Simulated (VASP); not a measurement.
The system is ZrO2.

```
CELL_PARAMETERS angstrom
0.00000 2.53500 2.53500
2.53500 0.00000 2.53500
2.53500 2.53500 0.00000
ATOMIC_POSITIONS crystal
Zr 0.00000 0.00000 0.00000
O 0.25000 0.25000 0.25000
O 0.75000 0.75000 0.75000
```

The cell was built by a generator and needn't be a form met in nature.

| Quantity | Value |
| --- | --- |
| Program | VASP 6.6.1 |
| Task | relaxation of cell and atoms |
| Functional | PBE |
| Potentials or basis | VASP PAW PBE potentials, release 64 (Zr_sv, O) |
| Cutoff | 600 eV |
| k mesh | 10 × 10 × 10 |
| Occupations | gaussian, width 0.02 eV |
| Spin | no spin polarisation |

At the start: pressure 6.8 GPa; volume 10.86 Å³/atom.

Q: How do energy, volume and symmetry change on relaxing?

A: Over 3 steps the energy falls by 6.3 meV/atom and the volume is 11.17 Å³/atom (+2.8 %); space group Fm-3m (No. 225, to 0.05 Å).

The path:
| step | energy change (eV) | largest force (eV/Å) | pressure (GPa) | volume (Å³) |
| --- | --- | --- | --- | --- |
| 1 | 0.0000 | 0.0000 | 6.82 | 32.58 |
| 2 | 0.0169 | 0.0000 | -8.41 | 34.81 |
| 3 | -0.0189 | 0.0000 | -0.06 | 33.50 |

Final structure:
```
Zr O
1.0
     0.00000    2.55857    2.55857
     2.55857    0.00000    2.55857
     2.55857    2.55857    0.00000
Zr O
1 2
Direct
  0.00000 0.00000 0.00000
  0.25000 0.25000 0.25000
  0.75000 0.75000 0.75000
```
